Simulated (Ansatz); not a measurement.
Crystal: BeTe.

```
Te Be
1.0
     0.00000    2.77000    2.77000
     2.77000    0.00000    2.77000
     2.77000    2.77000    0.00000
Te Be
1 1
Cartesian
  4.1550 4.1550 4.1550
  0.0000 0.0000 0.0000
```

* Program: Ansatz 0.2.0
* Task: relaxation of cell and atoms
* Functional: HSE06
* Potentials or basis: Ansatz PAW
* Cutoff: 420 eV (not typed: the program's choice for these potentials)
* k mesh: 4 × 4 × 4
* Occupations: fermi-dirac, width 0.05 eV
* Spin: no spin polarisation

At the start: volume 21.25 Å³/atom.

Where does the relaxation end?

It ends after 5 steps and the volume is 22.47 Å³/atom (+5.7 %); space group F-43m (No. 216, to 0.05 Å).

The path:
```
step  energy change (eV)  largest force (eV/Å)  volume (Å³)
   1              0.0000                0.0000        42.51
   2             -0.0235                0.0000        45.83
   3             -0.0267                0.0000        45.01
   4             -0.0268                0.0000        44.94
   5             -0.0272                0.0000        44.94
```

Final structure:
```yaml
crystal:
  lattice:
    - [0.00000, 2.82188, 2.82188]
    - [2.82188, 0.00000, 2.82188]
    - [2.82188, 2.82188, 0.00000]
  atoms:
    - { symbol: Te, position: [0.75000, 0.75000, 0.75000] }
    - { symbol: Be, position: [0.00000, 0.00000, 0.00000] }
```

Caveat: the k mesh is coarse (spacing up to 0.49 Å⁻¹), so the values aren't converged, least of all with exact exchange; the plane-wave basis is chosen anew once the cell has moved, so the energies of steps on either side of that aren't comparable; the PAW data sets come from PBE, with cores solved anew for the run's functional, which leaves a small shift of forces and pressure.
